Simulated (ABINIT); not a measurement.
Write the native input for ABINIT 10.8.3 (patched build) that does the following.

* Task: equation of state
* Functional: PBE
* Potentials or basis: JTH PAW PBE v2.0
* Cutoff: 707 eV
* k mesh: 10 × 10 × 5
* Occupations: fermi-dirac, width 0.05 eV
* Spin: no spin polarisation
* Fine-grid cutoff: 1306.15 eV

The system is CuO (Tenorite).

```
Cu O
1.0
     2.34185   -1.71130    0.00000
     2.34185    1.71130    0.00000
    -0.85003    0.00000    5.05787
Cu O
2 2
Cartesian
  0.7459 -0.8557 2.5289
  1.1709 0.8557 0.0000
  1.7043 0.2793 3.7934
  2.1293 -0.2793 1.2645
```

The input as run:

run.abi

```
# Datasets: one volume each
ndtset 7
scalecart1 3*0.9795861087
scalecart2 3*0.9864848297
scalecart3 3*0.9932883884
scalecart4 3*1.0000000000
scalecart5 3*1.0066227096
scalecart6 3*1.0131594038
scalecart7 3*1.0196128224

# Pseudopotentials
pp_dirpath "./"
pseudos "Cu.GGA_PBE-JTH.xml, O.GGA_PBE-JTH.xml"

# Structure
acell 5.4811209356 5.4811209356 9.692027348
rprim
     0.8073996500    -0.5900049196     0.0000000000
     0.8073996500     0.5900049196     0.0000000000
    -0.1657361228     0.0000000000     0.9861701362
ntypat 2
znucl 29 8
natom 4
typat 1 1 2 2
chkprim 0
chksymtnons 0
tolsym 1.0e-6
xred
     0.5000000000     0.0000000000     0.5000000000
     0.0000000000     0.5000000000     0.0000000000
     0.4184000000     0.5816000000     0.7500000000
     0.5816000000     0.4184000000     0.2500000000

# Plane-wave basis
ecut 26.0
pawecutdg 48.0
pawxcdev 0

# k points
kptopt 1
ngkpt 10 10 5
nshiftk 1
shiftk 0.0 0.0 0.0

# Exchange and correlation
ixc 11

# Bands and occupations
nband 30
occopt 3
tsmear 0.05 eV

# SCF cycle
nstep 100
tolvrs 1.0e-9

# Output
iomode 3
prtwf 0
prtden 0
prteig 0
prtebands 0
enunit 2
```

Potentials or basis: JTH PAW PBE v2.0.

Run with:

```sh
$ mpirun --bind-to none -np 4 abinit run.abi > log 2>&1
```

Results of the run:

| Quantity | Value |
| --- | --- |
| Equilibrium volume | 10.49 Å³/atom |
| Bulk modulus at fixed shape and positions | 163 GPa |
| Pressure derivative of the bulk modulus | 4.6 |

Caveat: pressures at fixed basis lie under the slope of the energies; the cell was scaled at fixed shape and fractional positions, which overstates the stiffness of a crystal with free parameters, most of all of layers and chains; the run has no spin polarisation, though such a crystal can be magnetic.

Wall time 9.1 min on 4 MPI ranks on Intel(R) Xeon(R) Platinum 8488C (Sapphire Rapids), with other jobs on the host, peak memory 0.68 GiB a rank.
